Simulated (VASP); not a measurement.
# TiC (Fm-3m) in VASP: notebook, part 2 of 2

VASP 6.6.1.

## 3. Relaxation of cell and atoms, PBE

This run uses another cell than the first one, of 10.18 Å³/atom, 1.011 times its volume.

Contents of INCAR:

```
SYSTEM = TiC
PREC = Accurate
ENCUT = 520
EDIFF = 1E-7
ISMEAR = 0
SIGMA = 0.3
LREAL = .False.
LASPH = .True.
NELM = 100
ALGO = Normal
ISIF = 3
LWAVE = .False.
LCHARG = .False.
GGA = PE
IBRION = 2
NSW = 80
EDIFFG = -0.002
```

Contents of KPOINTS:

```
regular mesh
0
Gamma
  16 16 16
  0 0 0
```

Contents of POSCAR:

```
TiC                                     
1.0
    0.0000000000      2.1672289357      2.1672289357
    2.1672289357      0.0000000000      2.1672289357
    2.1672289357      2.1672289357     -0.0000000000
  Ti              C             
     1     1
Direct
     0.0000000000000000    0.0000000000000000    0.0000000000000000
     0.5000000000000000    0.5000000000000000    0.5000000000000000
```

Potentials or basis: VASP PAW PBE potentials, release 64 (Ti_sv, C).

Launch:

```bash
$ cat potpaw_PBE.64/Ti_sv/POTCAR potpaw_PBE.64/C/POTCAR > POTCAR
$ mpirun -np 1 vasp_std > vasp.out
```

OUTCAR:

```text
SYSTEM = TiC
   PREC = Accurate
   ENCUT = 520
   EDIFF = 1E-7
   ISMEAR = 0
   LREAL = .False.
   LASPH = .True.
   NELM = 100
   ISIF = 3
   GGA = PE
   IBRION = 2
   NSW = 80
   EDIFFG = -0.002

 ion  position               nearest neighbor table
   1  0.000  0.000  0.000-   2 2.17   2 2.17   2 2.17   2 2.17   2 2.17   2 2.17
   2  0.500  0.500  0.500-   1 2.17   1 2.17   1 2.17   1 2.17   1 2.17   1 2.17

  LATTYP: Found a face centered cubic cell.
 ALAT       =     4.3344578714

  Lattice vectors:

 A1 = (   0.0000000000,   2.1672289357,   2.1672289357)
 A2 = (   2.1672289357,   0.0000000000,   2.1672289357)
 A3 = (   2.1672289357,   2.1672289357,   0.0000000000)

Analysis of symmetry for initial positions (statically):
=====================================================================
 Subroutine PRICEL returns:
 Original cell was already a primitive cell.

 Routine SETGRP: Setting up the symmetry group for a
 face centered cubic supercell.

 Subroutine GETGRP returns: Found 48 space group operations
 (whereof 48 operations were pure point group operations)
 out of a pool of 48 trial point group operations.

The static configuration has the point symmetry O_h .

Analysis of symmetry for dynamics (positions and initial velocities):
=====================================================================
 Subroutine PRICEL returns:
 Original cell was already a primitive cell.

 Routine SETGRP: Setting up the symmetry group for a
 face centered cubic supercell.

 Subroutine GETGRP returns: Found 48 space group operations
 (whereof 48 operations were pure point group operations)
 out of a pool of 48 trial point group operations.

The dynamic configuration has the point symmetry O_h .

 Subroutine INISYM returns: Found 48 space group operations
 (whereof 48 operations are pure point group operations),
 and found     1 'primitive' translations

[... 125 lines left out ...]
 conjugate gradient relaxation of ions
 non-spin polarized calculation
 Gauss-broadening in eV      SIGMA  =   0.30
  energy-cutoff  :      520.00
  volume of cell :       20.36
 maximum number of plane-waves:       568
   NGX = 11   NGY = 11   NGZ = 11

 number of electron      16.0000000 magnetization

 Free energy of the ion-electron system (eV)
  ---------------------------------------------------
  ext. energy  EPLUGINS =         0.00000000
  ---------------------------------------------------
  free energy    TOTEN  =       -18.71605286 eV

  energy without entropy =      -18.70195187  energy(sigma->0) =      -18.70900236

 E-fermi :   9.3857     XC(G=0): -12.6871

 val. band max:        9.3846919662   @ k =   0.1250   0.1250   0.0000
 cond. band min:       9.3939464592   @ k =   0.1250   0.0625   0.0000
 fundamental gap:      0.0092544931
 Fermi energy:         9.3857355452

 k-point     1 :       0.0000    0.0000    0.0000
  band No.  band energies     occupation
      1     -47.2063      2.00000
      2     -23.2315      2.00000
      3     -23.2315      2.00000
      4     -23.2315      2.00000
      5      -3.0000      2.00000
      6      10.0811      0.00105
      7      10.0811      0.00105
      8      10.0811      0.00105
      9      11.0613      0.00000
     10      11.0613      0.00000
     11      11.0613      0.00000
     12      11.0968      0.00000
[... 331 lines left out ...]
 k-point    24 :      -0.0625    0.0625    0.0000
  band No.  band energies     occupation
      1     -47.1992      2.00000
      2     -23.2777      2.00000
      3     -23.2443      2.00000
      4     -23.2326      2.00000
      5      -2.7675      2.00000
      6       9.1707      1.68934
      7       9.3561      1.11100
      8       9.3639      1.08209
      9      10.1915      0.00015
     10      10.7643      0.00000
     11      11.6498      0.00000
     12      12.2045      0.00000

 [... further k-points ...]

------------------------ aborting loop because EDIFF is reached ----------------------------------------

  FORCE on cell =-STRESS in cart. coord.  units (eV):
  Direction    XX          YY          ZZ          XY          YZ          ZX
  --------------------------------------------------------------------------------------
  -------------------------------------------------------------------------------------
  Total       -0.0022511     -0.0022511     -0.0022511      0.0000000      0.0000000     -0.0000000
  in kB       -0.1771590     -0.1771590     -0.1771590      0.0000000      0.0000000     -0.0000000
  external PRESSURE =      -0.1771590 kB  Pullay stress =       0.0000000 kB

 VOLUME and BASIS-vectors are now :
 -----------------------------------------------------------------------------
  energy-cutoff  :      520.00
  volume of cell :       20.36
      direct lattice vectors                 reciprocal lattice vectors
     0.000000000  2.167228936  2.167228936    -0.230709360  0.230709360  0.230709360
     2.167228936  0.000000000  2.167228936     0.230709360 -0.230709360  0.230709360
     2.167228936  2.167228936  0.000000000     0.230709360  0.230709360 -0.230709360

 POSITION                                       TOTAL-FORCE (eV/Angst)
 -----------------------------------------------------------------------------------
      0.00000      0.00000      0.00000        -0.000000      0.000000     -0.000000
      2.16723      2.16723      2.16723         0.000000     -0.000000      0.000000
 -----------------------------------------------------------------------------------
    total drift:                                0.000000     -0.000000     -0.000000

  FREE ENERGIE OF THE ION-ELECTRON SYSTEM (eV)
  ---------------------------------------------------
  free  energy   TOTEN  =       -18.7160528594 eV

  energy  without entropy=      -18.7019518679  energy(sigma->0) =      -18.70900236

 reached required accuracy - stopping structural energy minimisation
```

OSZICAR:

```text
N       E                     dE             d eps       ncg     rms          rms(c)
DAV:   1     0.120169347899E+03    0.12017E+03   -0.85990E+03  3488   0.159E+03
DAV:   2    -0.141140232423E+02   -0.13428E+03   -0.12850E+03  3584   0.384E+02
DAV:   3    -0.238148112576E+02   -0.97008E+01   -0.93214E+01  4560   0.989E+01
DAV:   4    -0.243128207873E+02   -0.49801E+00   -0.49721E+00  4596   0.213E+01
DAV:   5    -0.243278374891E+02   -0.15017E-01   -0.15016E-01  4660   0.339E+00    0.182E+01
DAV:   6    -0.193867190416E+02    0.49411E+01   -0.32198E+01  4152   0.704E+01    0.719E+00
DAV:   7    -0.187556020000E+02    0.63112E+00   -0.48388E+00  4228   0.282E+01    0.485E+00
DAV:   8    -0.187231305582E+02    0.32471E-01   -0.13206E-01  3712   0.475E+00    0.316E+00
DAV:   9    -0.187214916786E+02    0.16389E-02   -0.17992E-01  3896   0.545E+00    0.850E-01
DAV:  10    -0.187181923953E+02    0.32993E-02   -0.16839E-02  4984   0.183E+00    0.660E-01
DAV:  11    -0.187160682550E+02    0.21241E-02   -0.84685E-03  3760   0.146E+00    0.145E-01
DAV:  12    -0.187160673554E+02    0.89958E-06   -0.45169E-04  3928   0.273E-01    0.398E-02
DAV:  13    -0.187160551407E+02    0.12215E-04   -0.23456E-05  4796   0.570E-02    0.151E-02
DAV:  14    -0.187160528654E+02    0.22754E-05   -0.38588E-06  4960   0.258E-02    0.325E-03
DAV:  15    -0.187160528594E+02    0.60197E-08   -0.88774E-08  2384   0.458E-03
   1 F= -.18716053E+02 E0= -.18709002E+02  d E =-.187161E+02
```

CONTCAR:

```text
TiC
   1.00000000000000
     0.0000000000000000    2.1672289356999999    2.1672289356999999
     2.1672289356999999    0.0000000000000000    2.1672289356999999
     2.1672289356999999    2.1672289356999999    0.0000000000000000
  Ti              C
     1     1
Direct
     0.0000000000000000    0.0000000000000000    0.0000000000000000
     0.5000000000000000    0.5000000000000000    0.5000000000000000

  0.00000000E+00  0.00000000E+00  0.00000000E+00
  0.00000000E+00  0.00000000E+00  0.00000000E+00
```

It took 23 s on 1 thread of Intel Xeon Platinum 8488C (Sapphire Rapids), shared host; peak memory 0.17 GiB.

What came out:

```yaml
Free_energy: -18.7161 eV
Pressure_after_relaxing: 0.0 GPa
Band_gap_on_the_k_mesh: none (metal or under the smearing width)
```

Final structure:
```
Ti C
1.0
     0.00000    2.16723    2.16723
     2.16723    0.00000    2.16723
     2.16723    2.16723    0.00000
Ti C
1 1
Direct
  0.00000 0.00000 0.00000
  0.50000 0.50000 0.50000
```

Levels at points of the mesh, in eV from the Fermi level:
```csv
k point,band 5,band 6,band 7,band 8,band 9,band 10,band 11,band 12
"(0.00, 0.00, 0.00)",-12.39,0.70,0.70,0.70,1.68,1.68,1.68,1.71
"(0.50, 0.00, 0.00)",-8.92,-5.83,-2.88,-2.88,2.91,2.91,4.09,8.13
"(0.50, 0.50, 0.00)",-10.10,-3.43,-1.61,-0.04,-0.04,2.70,3.51,3.51
```

Caveat: the relaxation stopped at its first step, so nothing moved.
